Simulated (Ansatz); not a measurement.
# ZrN: elastic constants, part 2 of 3

How stiff is the crystal, and how unevenly? Runs: cell and atoms relaxed (PAW); reference run (PAW and LAPW); strain amplitude 0.0002 (PAW).

Ansatz 0.2.0; DFT LDA. Earlier steps stand in the parts before.

### Step 4. Reference run, PAW

The COD entry's cell or inner coordinates are ideal or old and differ from later refinements, so a difference from it is no clean test against experiment.

Input file input.yaml:

```yaml
crystal:
  lattice:
    - [0.0, 2.26242774501, 2.26242774501]
    - [2.26242774501, 0.0, 2.26242774501]
    - [2.26242774501, 2.26242774501, 0.0]
  atoms:
    - { symbol: Zr, position: [0.5, 0.5, 0.5] }
    - { symbol: "N", position: [0.0, 0.0, 0.0] }
kpoints:
  mp_grid: { grid: [16, 16, 16] }
scf:
  occupations: { method: fermi_dirac, width: 0.1 }
hamiltonian:
  xc: lda
  pseudopotentials: { kind: paw }
elastic:
  mode: relaxed_ion
  stencil: four_point
  amplitude: 0.005
```

Launch:

```sh
> ansatz run input.yaml --threads 1 --pin off --max-ram 2560MiB --backend cpu --events-out ev --progress --plain --runs-dir out
```

What it wrote:

```text
Engine: ansatz 0.2.0
Pseudopotentials: kind: paw
Pseudopotential: Zr, paw, valence charge 12, recommended cutoff 420 eV (normal), Zr.paw.azcp
Pseudopotential: N, paw, valence charge 5, recommended cutoff 420 eV (normal), N.paw.azcp
Functional definition: SPW92
  exchange = slater_x
  correlation = pw_c
Crystal: 2 atoms, lattice volume = 23.161 Å³
Basis set: ecut = 420 eV, 459 PW (Γ)
Bands: 13, of which v1, the nominal top of the filled ones, is band 9 counted from 1 (8 counted from 0)
Symmetry: 48 space group operations
Space group: Fm-3m (ITA 225), of the structure as read, at distance tolerance 2.9e-5 Å
k-points: 145 of 4096
Non-local potential: Zr, projectors of the file, l = 0: 3, l = 1: 2, l = 2: 2, l = 3: 2
Non-local potential: N, projectors of the file, l = 0: 2, l = 1: 2, l = 2: 1
PAW form: soft (Blöchl's): semilocal exchange-correlation on the pseudo side does not see the compensation charge
PAW frozen core: Zr, regenerated for the run's functional, and the local potential with it (the file was generated under x = pbe(κ = 0.804, μ = 0.2195149727645171), c = pbe(β = 0.06672455060314922))
PAW frozen core: N, regenerated for the run's functional, and the local potential with it (the file was generated under x = pbe(κ = 0.804, μ = 0.2195149727645171), c = pbe(β = 0.06672455060314922))
PAW one-centre angular grid: Zr, 590 points (default); XC on 64 Gauss nodes
PAW one-centre angular grid: N, 110 points (default); XC on 64 Gauss nodes
Initial density: superposition of atomic densities (neutral atoms: chi_scale 0, normalization atom), corrected by the library's trained network
Initial wavefunctions: pseudopotential atomic-orbital guess
Functional: x = slater, c = lda
SCF iter   1: F=—  HF=-4455.357192 eV  |F-HF|=—  |Δ(HF+E_count)|=         —  Δρ=8.74e-3  dr2=1.68e-2  ethr=1.77e-3  ⟨swp⟩=5.0  Hψ=9164  notcnv=0
preconditioner: auto → none  [metal: Δε(μ)=0.014 eV  Ē_g=19.003 eV  σ=0.100 eV  W_gap=0.04  n_scr=8 (ndim 8)  ℏωp=29.9 eV  f_vac=0.000  D(μ)=0.62/eV (n_scr^D=0)  sad-step TF]
SCF iter   2: F=—  HF=-4455.354973 eV  |F-HF|=—  |Δ(HF+E_count)|=   2.22e-3  Δρ=5.50e-3  dr2=7.44e-3  ethr=9.87e-5  ⟨swp⟩=1.0  Hψ=3045  notcnv=0
SCF iter   3: F=—  HF=-4455.353387 eV  |F-HF|=—  |Δ(HF+E_count)|=   1.59e-3  Δρ=8.01e-4  dr2=6.52e-5  ethr=4.38e-5  ⟨swp⟩=2.2  Hψ=2315  notcnv=0
SCF iter   4: F=—  HF=-4455.353359 eV  |F-HF|=—  |Δ(HF+E_count)|=   2.78e-5  Δρ=1.30e-4  dr2=2.84e-6  ethr=3.83e-7  ⟨swp⟩=2.2  Hψ=3126  notcnv=0
SCF iter   5: F=—  HF=-4455.353357 eV  |F-HF|=—  |Δ(HF+E_count)|=   2.29e-6  Δρ=2.44e-5  dr2=8.02e-8  ethr=1.67e-8  ⟨swp⟩=2.9  Hψ=3170  notcnv=0
SCF iter   6: F=—  HF=-4455.353357 eV  |F-HF|=—  |Δ(HF+E_count)|=   6.34e-7  Δρ=1.75e-6  dr2=1.79e-10  ethr=4.72e-10  ⟨swp⟩=2.2  Hψ=3038  notcnv=0
SCF iter   7: F=—  HF=-4455.353357 eV  |F-HF|=—  |Δ(HF+E_count)|=  4.00e-11  Δρ=1.26e-7  dr2=1.79e-12  ethr=1.05e-12  ⟨swp⟩=2.0  Hψ=3129  notcnv=0
SCF iter   8: F=-4455.353357 eV  HF=-4455.353357 eV  |F-HF|=9.09e-13  |Δ(HF+E_count)|=  1.82e-12  Δρ=6.66e-9  dr2=5.53e-15  ethr=1.00e-12  ⟨swp⟩=4.2  Hψ=6288  notcnv=0
SCF 1 converged in 8 iterations: F = -4455.353357 eV  dr2 = 5.53e-15
Crystal: 2 atoms, lattice volume = 22.929 Å³
Symmetry: 16 space group operations
k-points: 349 of 4096
Initial density: handed on by an earlier stage of this run
Initial wavefunctions: those handed on with the density
iter 1 solved again at ethr=8.42e-6 eV; its pass at ethr=3.10e-3 eV (dr2=1.43e-3 eV) is discarded
SCF iter   1: F=—  HF=-4455.349199 eV  |F-HF|=—  |Δ(HF+E_count)|=         —  Δρ=2.83e-3  dr2=1.46e-3  ethr=8.42e-6  ⟨swp⟩=1.2  Hψ=28249  notcnv=0  defer=1
preconditioner: auto → none  [metal: Δε(μ)=0.025 eV  Ē_g=19.088 eV  σ=0.100 eV  W_gap=0.06  n_scr=8 (ndim 8)  ℏωp=30.0 eV  f_vac=0.000  D(μ)=0.61/eV (n_scr^D=0)]
SCF iter   2: F=—  HF=-4455.348734 eV  |F-HF|=—  |Δ(HF+E_count)|=   4.65e-4  Δρ=9.02e-4  dr2=1.32e-4  ethr=8.42e-6  ⟨swp⟩=2.3  Hψ=5956  notcnv=0  defer=1
SCF iter   3: F=—  HF=-4455.348687 eV  |F-HF|=—  |Δ(HF+E_count)|=   4.76e-5  Δρ=1.11e-4  dr2=1.18e-6  ethr=7.79e-7  ⟨swp⟩=2.5  Hψ=6254  notcnv=0  defer=1
SCF iter   4: F=—  HF=-4455.348686 eV  |F-HF|=—  |Δ(HF+E_count)|=   6.81e-7  Δρ=1.80e-5  dr2=3.21e-8  ethr=6.93e-9  ⟨swp⟩=2.3  Hψ=7093  notcnv=0  defer=1
SCF iter   5: F=—  HF=-4455.348686 eV  |F-HF|=—  |Δ(HF+E_count)|=   2.39e-9  Δρ=2.14e-6  dr2=3.89e-10  ethr=1.89e-10  ⟨swp⟩=2.0  Hψ=5639  notcnv=0  defer=1
SCF iter   6: F=—  HF=-4455.348686 eV  |F-HF|=—  |Δ(HF+E_count)|=  1.46e-11  Δρ=1.58e-7  dr2=3.07e-12  ethr=2.29e-12  ⟨swp⟩=2.2  Hψ=7185  notcnv=0  defer=1
SCF iter   7: F=-4455.348686 eV  HF=-4455.348686 eV  |F-HF|=9.09e-13  |Δ(HF+E_count)|=  2.73e-12  Δρ=3.30e-8  dr2=5.44e-14  ethr=1.00e-12  ⟨swp⟩=4.8  Hψ=15627  notcnv=0
SCF 2 converged in 7 iterations: F = -4455.348686 eV  dr2 = 5.44e-14
Crystal: 2 atoms, lattice volume = 23.392 Å³
iter 1 solved again at ethr=1.89e-8 eV; its pass at ethr=3.10e-3 eV (dr2=3.21e-6 eV) is discarded
SCF iter   1: F=—  HF=-4455.349034 eV  |F-HF|=—  |Δ(HF+E_count)|=         —  Δρ=1.44e-4  dr2=3.71e-6  ethr=1.89e-8  ⟨swp⟩=2.4  Hψ=27620  notcnv=0  defer=1
preconditioner: auto → none  [metal: Δε(μ)=0.015 eV  Ē_g=18.961 eV  σ=0.100 eV  W_gap=0.04  n_scr=8 (ndim 8)  ℏωp=29.7 eV  f_vac=0.000  D(μ)=0.63/eV (n_scr^D=0)]
SCF iter   2: F=—  HF=-4455.349033 eV  |F-HF|=—  |Δ(HF+E_count)|=   4.69e-7  Δρ=4.54e-5  dr2=3.04e-7  ethr=1.89e-8  ⟨swp⟩=2.4  Hψ=5861  notcnv=0  defer=1
SCF iter   3: F=—  HF=-4455.349033 eV  |F-HF|=—  |Δ(HF+E_count)|=   5.89e-8  Δρ=8.02e-6  dr2=6.00e-9  ethr=1.79e-9  ⟨swp⟩=2.2  Hψ=5488  notcnv=0  defer=1
SCF iter   4: F=—  HF=-4455.349033 eV  |F-HF|=—  |Δ(HF+E_count)|=   1.51e-9  Δρ=1.31e-6  dr2=1.61e-10  ethr=3.53e-11  ⟨swp⟩=2.3  Hψ=6486  notcnv=0  defer=1
SCF iter   5: F=—  HF=-4455.349033 eV  |F-HF|=—  |Δ(HF+E_count)|=  7.28e-12  Δρ=2.16e-7  dr2=3.19e-12  ethr=9.45e-13 (applied; sched 1.00e-12)  ⟨swp⟩=2.4  Hψ=7047  notcnv=0  defer=1
SCF iter   6: F=-4455.349033 eV  HF=-4455.349033 eV  |F-HF|=9.09e-13  |Δ(HF+E_count)|=    0.00e0  Δρ=1.61e-8  dr2=2.91e-14  ethr=1.00e-12  ⟨swp⟩=4.1  Hψ=15054  notcnv=0
SCF 3 converged in 6 iterations: F = -4455.349033 eV  dr2 = 2.91e-14
Crystal: 2 atoms, lattice volume = 23.277 Å³
SCF iter   1: F=—  HF=-4455.352261 eV  |F-HF|=—  |Δ(HF+E_count)|=         —  Δρ=1.80e-6  dr2=7.05e-11  ethr=1.00e-12  ⟨swp⟩=9.2  Hψ=35340  notcnv=0  defer=1
preconditioner: auto → none  [metal: Δε(μ)=0.005 eV  Ē_g=18.986 eV  σ=0.100 eV  W_gap=0.01  n_scr=8 (ndim 8)  ℏωp=29.8 eV  f_vac=0.000  D(μ)=0.62/eV (n_scr^D=0)]
SCF iter   2: F=—  HF=-4455.352261 eV  |F-HF|=—  |Δ(HF+E_count)|=  2.09e-10  Δρ=8.78e-7  dr2=9.53e-12  ethr=4.14e-13 (applied; sched 1.00e-12)  ⟨swp⟩=1.1  Hψ=7420  notcnv=0  defer=1
SCF iter   3: F=—  HF=-4455.352261 eV  |F-HF|=—  |Δ(HF+E_count)|=  7.19e-11  Δρ=1.65e-7  dr2=2.98e-13  ethr=5.61e-14 (applied; sched 1.00e-12)  ⟨swp⟩=1.2  Hψ=4837  notcnv=0  defer=1
SCF iter   4: F=-4455.352261 eV  HF=-4455.352261 eV  |F-HF|=0.00e0  |Δ(HF+E_count)|=  2.73e-12  Δρ=4.14e-9  dr2=2.71e-15  ethr=1.00e-12  ⟨swp⟩=3.9  Hψ=12969  notcnv=0
SCF 4 converged in 4 iterations: F = -4455.352261 eV  dr2 = 2.71e-15
Crystal: 2 atoms, lattice volume = 23.045 Å³
SCF iter   1: F=—  HF=-4455.352212 eV  |F-HF|=—  |Δ(HF+E_count)|=         —  Δρ=3.28e-6  dr2=1.09e-10  ethr=1.00e-12  ⟨swp⟩=9.1  Hψ=36185  notcnv=0  defer=1
preconditioner: auto → none  [metal: Δε(μ)=0.009 eV  Ē_g=19.053 eV  σ=0.100 eV  W_gap=0.02  n_scr=8 (ndim 8)  ℏωp=30.0 eV  f_vac=0.000  D(μ)=0.62/eV (n_scr^D=0)]
SCF iter   2: F=—  HF=-4455.352212 eV  |F-HF|=—  |Δ(HF+E_count)|=  7.96e-10  Δρ=1.63e-6  dr2=1.96e-11  ethr=6.40e-13 (applied; sched 1.00e-12)  ⟨swp⟩=1.0  Hψ=7337  notcnv=0  defer=1
SCF iter   3: F=—  HF=-4455.352212 eV  |F-HF|=—  |Δ(HF+E_count)|=  2.67e-10  Δρ=1.79e-7  dr2=2.21e-13  ethr=1.15e-13 (applied; sched 1.00e-12)  ⟨swp⟩=1.2  Hψ=4848  notcnv=0  defer=1
SCF iter   4: F=-4455.352212 eV  HF=-4455.352212 eV  |F-HF|=1.82e-12  |Δ(HF+E_count)|=  2.73e-12  Δρ=3.82e-9  dr2=1.17e-15  ethr=1.00e-12  ⟨swp⟩=4.0  Hψ=13108  notcnv=0
SCF 5 converged in 4 iterations: F = -4455.352212 eV  dr2 = 1.17e-15
Crystal: 2 atoms, lattice volume = 23.160 Å³
Symmetry: 8 space group operations
k-points: 621 of 4096
iter 1 solved again at ethr=2.37e-7 eV; its pass at ethr=3.10e-3 eV (dr2=4.02e-5 eV) is discarded
SCF iter   1: F=—  HF=-4455.352432 eV  |F-HF|=—  |Δ(HF+E_count)|=         —  Δρ=5.16e-4  dr2=5.00e-5  ethr=2.37e-7  ⟨swp⟩=2.2  Hψ=51023  notcnv=0
preconditioner: auto → none  [metal: Δε(μ)=0.002 eV  Ē_g=19.020 eV  σ=0.100 eV  W_gap=0.01  n_scr=8 (ndim 8)  ℏωp=29.9 eV  f_vac=0.000  D(μ)=0.62/eV (n_scr^D=0)]
SCF iter   2: F=—  HF=-4455.352413 eV  |F-HF|=—  |Δ(HF+E_count)|=   1.96e-5  Δρ=1.97e-4  dr2=4.64e-6  ethr=2.37e-7  ⟨swp⟩=2.3  Hψ=12899  notcnv=0
SCF iter   3: F=—  HF=-4455.352411 eV  |F-HF|=—  |Δ(HF+E_count)|=   1.45e-6  Δρ=3.74e-5  dr2=6.67e-8  ethr=2.73e-8  ⟨swp⟩=2.5  Hψ=12830  notcnv=0
SCF iter   4: F=—  HF=-4455.352411 eV  |F-HF|=—  |Δ(HF+E_count)|=   3.33e-7  Δρ=1.23e-6  dr2=1.14e-10  ethr=3.92e-10  ⟨swp⟩=1.0  Hψ=8179  notcnv=0
SCF iter   5: F=—  HF=-4455.352411 eV  |F-HF|=—  |Δ(HF+E_count)|=  3.82e-11  Δρ=1.77e-7  dr2=3.29e-12  ethr=6.72e-13 (applied; sched 1.00e-12)  ⟨swp⟩=2.0  Hψ=13469  notcnv=0
SCF iter   6: F=—  HF=-4455.352411 eV  |F-HF|=—  |Δ(HF+E_count)|=  1.82e-12  Δρ=4.57e-8  dr2=1.18e-13  ethr=1.00e-12  ⟨swp⟩=5.0  Hψ=28055  notcnv=0
SCF iter   7: F=-4455.352411 eV  HF=-4455.352411 eV  |F-HF|=0.00e0  |Δ(HF+E_count)|=    0.00e0  Δρ=7.53e-9  dr2=2.41e-15  ethr=1.00e-12  ⟨swp⟩=3.6  Hψ=21871  notcnv=0
SCF 6 converged in 7 iterations: F = -4455.352411 eV  dr2 = 2.41e-15
iter 1 solved again at ethr=9.22e-10 eV; its pass at ethr=3.10e-3 eV (dr2=1.57e-7 eV) is discarded
SCF iter   1: F=—  HF=-4455.352411 eV  |F-HF|=—  |Δ(HF+E_count)|=         —  Δρ=3.32e-5  dr2=1.53e-7  ethr=9.22e-10  ⟨swp⟩=2.8  Hψ=50129  notcnv=0  defer=2
preconditioner: auto → none  [metal: Δε(μ)=0.005 eV  Ē_g=19.021 eV  σ=0.100 eV  W_gap=0.01  n_scr=8 (ndim 8)  ℏωp=29.9 eV  f_vac=0.000  D(μ)=0.62/eV (n_scr^D=0)]
SCF iter   2: F=—  HF=-4455.352411 eV  |F-HF|=—  |Δ(HF+E_count)|=   2.61e-8  Δρ=1.46e-5  dr2=2.31e-8  ethr=8.99e-10  ⟨swp⟩=1.0  Hψ=8071  notcnv=0  defer=2
SCF iter   3: F=—  HF=-4455.352411 eV  |F-HF|=—  |Δ(HF+E_count)|=   1.05e-9  Δρ=1.86e-6  dr2=3.11e-10  ethr=1.36e-10  ⟨swp⟩=1.0  Hψ=8071  notcnv=0  defer=2
SCF iter   4: F=—  HF=-4455.352411 eV  |F-HF|=—  |Δ(HF+E_count)|=  3.09e-11  Δρ=2.04e-7  dr2=4.21e-12  ethr=1.83e-12  ⟨swp⟩=2.5  Hψ=13343  notcnv=0  defer=2
SCF iter   5: F=—  HF=-4455.352411 eV  |F-HF|=—  |Δ(HF+E_count)|=    0.00e0  Δρ=4.23e-8  dr2=1.12e-13  ethr=2.47e-14 (applied; sched 1.00e-12)  ⟨swp⟩=3.0  Hψ=13767  notcnv=0  defer=2
SCF iter   6: F=-4455.352411 eV  HF=-4455.352411 eV  |F-HF|=4.55e-12  |Δ(HF+E_count)|=  1.82e-12  Δρ=3.93e-9  dr2=2.05e-15  ethr=1.00e-12  ⟨swp⟩=3.4  Hψ=21602  notcnv=0
SCF 7 converged in 6 iterations: F = -4455.352411 eV  dr2 = 2.05e-15
SCF iter   1: F=—  HF=-4455.353115 eV  |F-HF|=—  |Δ(HF+E_count)|=         —  Δρ=3.65e-6  dr2=1.16e-10  ethr=1.00e-12  ⟨swp⟩=9.4  Hψ=60918  notcnv=0  defer=2
preconditioner: auto → none  [metal: Δε(μ)=0.004 eV  Ē_g=19.021 eV  σ=0.100 eV  W_gap=0.01  n_scr=8 (ndim 8)  ℏωp=29.9 eV  f_vac=0.000  D(μ)=0.62/eV (n_scr^D=0)]
SCF iter   2: F=—  HF=-4455.353115 eV  |F-HF|=—  |Δ(HF+E_count)|=   1.00e-9  Δρ=1.82e-6  dr2=2.64e-11  ethr=6.82e-13 (applied; sched 1.00e-12)  ⟨swp⟩=1.0  Hψ=13042  notcnv=0  defer=2
SCF iter   3: F=-4455.353115 eV  HF=-4455.353115 eV  |F-HF|=1.82e-12  |Δ(HF+E_count)|=  3.37e-10  Δρ=6.99e-8  dr2=6.00e-14  ethr=1.00e-12  ⟨swp⟩=3.9  Hψ=30928  notcnv=0
SCF 8 converged in 3 iterations: F = -4455.353115 eV  dr2 = 6.00e-14
SCF iter   1: F=—  HF=-4455.353115 eV  |F-HF|=—  |Δ(HF+E_count)|=         —  Δρ=3.65e-6  dr2=1.16e-10  ethr=1.00e-12  ⟨swp⟩=9.5  Hψ=62484  notcnv=0  defer=2
SCF iter   2: F=—  HF=-4455.353115 eV  |F-HF|=—  |Δ(HF+E_count)|=   1.01e-9  Δρ=1.82e-6  dr2=2.64e-11  ethr=6.81e-13 (applied; sched 1.00e-12)  ⟨swp⟩=1.0  Hψ=13041  notcnv=0  defer=2
SCF iter   3: F=-4455.353115 eV  HF=-4455.353115 eV  |F-HF|=0.00e0  |Δ(HF+E_count)|=  3.37e-10  Δρ=6.92e-8  dr2=5.85e-14  ethr=1.00e-12  ⟨swp⟩=3.9  Hψ=30933  notcnv=0
SCF 9 converged in 3 iterations: F = -4455.353115 eV  dr2 = 5.85e-14
SCF converged after 8 iterations
Free energy (F): -4455.353357 eV
Harris-Foulkes:  -4455.353357 eV  (|F-HF|=9.09e-13)
Internal energy: -4455.333067 eV  (E = F + TS)
E sigma→0 (E₀):  -4455.343212 eV
Entropy (-TS):   -0.020290 eV (-10.145 meV/atom)
Fermi energy:    18.099331 eV
--- Per-component energies (eV) ---
  E_band       = -17.313239
  E_kinetic    = 470.036736
  E_local      = -605.040959  (includes V_loc(G=0)·N_el)
  E_nonlocal   = 128.777985
  E_hartree    = 181.247284
  E_xc         = -223.189198
  E_vxc        = -270.852941  (∫ρ·V_xc dr)
  E_paw        = -2966.634901  (= ΣΔE_a)
  E_vpaw       = -102.728742  (= ΣTr[D̂ρ^β])
  E_aug_tail   = 0.000113  (compensation charges beyond the density's cutoff)
  E_ewald      = -1440.980573
  E_core_change = 0.450445  (= ΣΔE_core)
  E_smearing   = -0.020290  (= −TS)
  E_closure    = 0.000000  (closes the sum)
  Σ components = -4455.353357   (vs F -4455.353357, Δ=0.00e0)
--- Forces (eV/Å), atoms counted from 1 ---
  atom   1  Zr     0.00000000    -0.00000000    -0.00000000
  atom   2  N     -0.00000000     0.00000000    -0.00000000
  max |Σ_I F_I| component: 3.48e-29 eV/Å
--- Stress (GPa, compression-positive) ---
       -0.001527       0.000000       0.000000
        0.000000      -0.001527      -0.000000
        0.000000      -0.000000      -0.001527
  P = ⅓ Tr σ = -0.0015 GPa (-0.015 kbar)
--- Band table (eV; the first three rows and the last of 145) ---
  k-point 0: bands = ["-31.2121", "-8.8347", "-8.8347", "-8.8347", "1.8770", "15.4162", "15.4162", "15.4162", "17.6583", "17.6583", "17.6583", "19.7547", "19.7547"]
  k-point 1: bands = ["-31.2057", "-8.8934", "-8.8388", "-8.8388", "1.9674", "15.0617", "15.1644", "15.1644", "17.7874", "17.7874", "17.7932", "20.0692", "20.0692"]
  k-point 2: bands = ["-31.1873", "-9.0567", "-8.8505", "-8.8505", "2.2237", "14.2549", "14.5971", "14.5971", "18.0512", "18.1187", "18.1187", "20.8687", "20.8687"]
  k-point 144: bands = ["-30.9841", "-9.5894", "-9.5894", "-9.3272", "3.0860", "12.5179", "13.3439", "13.3439", "19.1680", "19.1680", "22.9437", "23.1444", "24.3613"]
--- Elastic constants: 2 strain directions × 4 members + reference (group order 48) ---
  dense FFT box of the reference and of every strained cell: 24×24×24
  strains applied: 11, 23; error gains: componentwise 1.00 (the most a stress slope's error grows in a printed constant), spectral 1.73 (1 for all six strains in a standard setting)
  C = ∂σ_k/∂η_j (tension-positive GPa; Voigt order 11 22 33 23 13 12):
       620.244    114.940    114.940      0.000      0.000     -0.000
       114.940    620.244    114.940     -0.000     -0.000      0.000
       114.940    114.940    620.244      0.000      0.000      0.000
        -0.000      0.000      0.000    129.948      0.000     -0.000
        -0.000      0.000      0.000     -0.000    129.948      0.000
         0.000     -0.000     -0.000      0.000      0.000    129.948
  reference stress σ⁰ (GPa):      0.002      0.002      0.002      0.000     -0.000     -0.000
  C* (energy form; C + prestress term) asymmetry max|C*_kj − C*_jk| = 7.105e-14 GPa — a small one proves nothing (zero by symmetry where the batch's group is 432, −43m or m−3m); a large one is finite-difference/SCF noise where every solve meets its electron count
  moduli (Voigt/Reuss/Hill, GPa): K = 283.38/283.38/283.38   G = 179.03/161.28/170.15   E = 425.33   ν = 0.250
  mechanically stable: yes (min eigenvalue of sym C = 129.95 GPa)
  strain η (Voigt 11):  stress-route row diagonal C_11 = 620.24 GPa, energy-path curvature d²(F+E_count+ΔE)/dδ²/Ω₀ = 620.17 GPa
    cells at ±δ against ±2δ: C11 620.51 and 621.32 GPa, apart by 0.13 % of the column's largest entry
         δ    σ_11 (GPa)             F (eV)   n_scf  n_hpsi   n_pw
    -1.000e-2      -6.5659       -4455.3486861       7   80881    459   relax 0 steps, max|allowed force component| 6.51e-30 eV/Å
    -5.000e-3      -3.1896       -4455.3522121       4   66360    465   relax 0 steps, max|allowed force component| 1.74e-29 eV/Å
     5.000e-3       3.0156       -4455.3522607       4   65440    469   relax 0 steps, max|allowed force component| 6.51e-30 eV/Å
     1.000e-2       5.8605       -4455.3490333       6   72434    473   relax 0 steps, max|allowed force component| 2.29e-29 eV/Å
  strain η (Voigt 23):  stress-route row diagonal C_44 = 129.95 GPa, energy-path curvature d²(F+E_count+ΔE)/dδ²/Ω₀ = 130.03 GPa
    cells at ±δ against ±2δ: C44 129.98 and 130.08 GPa, apart by 0.07 % of the column's largest entry
         δ    σ_23 (GPa)             F (eV)   n_scf  n_hpsi   n_pw
    -1.000e-2      -1.3008       -4455.3524109       7  157010    468   relax 0 steps, max|allowed force component| 2.84e-29 eV/Å
    -5.000e-3      -0.6499       -4455.3531155       3  115140    467   relax 0 steps, max|allowed force component| 8.05e-29 eV/Å
     5.000e-3       0.6499       -4455.3531155       3  113558    467   relax 0 steps, max|allowed force component| 3.79e-29 eV/Å
     1.000e-2       1.3008       -4455.3524109       6  123659    468   relax 0 steps, max|allowed force component| 2.92e-29 eV/Å
```

Run time: 1.7 min. Hardware: 1 thread of Arm Neoverse N1, shared host; peak memory 0.46 GiB.

C in GPa (Voigt order xx, yy, zz, yz, xz, xy):

```
620.2 114.9 114.9   0.0   0.0   0.0
114.9 620.2 114.9   0.0   0.0   0.0
114.9 114.9 620.2   0.0   0.0   0.0
  0.0   0.0   0.0 129.9   0.0   0.0
  0.0   0.0   0.0   0.0 129.9   0.0
  0.0   0.0   0.0   0.0   0.0 129.9
```

(Continued in part 3 of 3.)
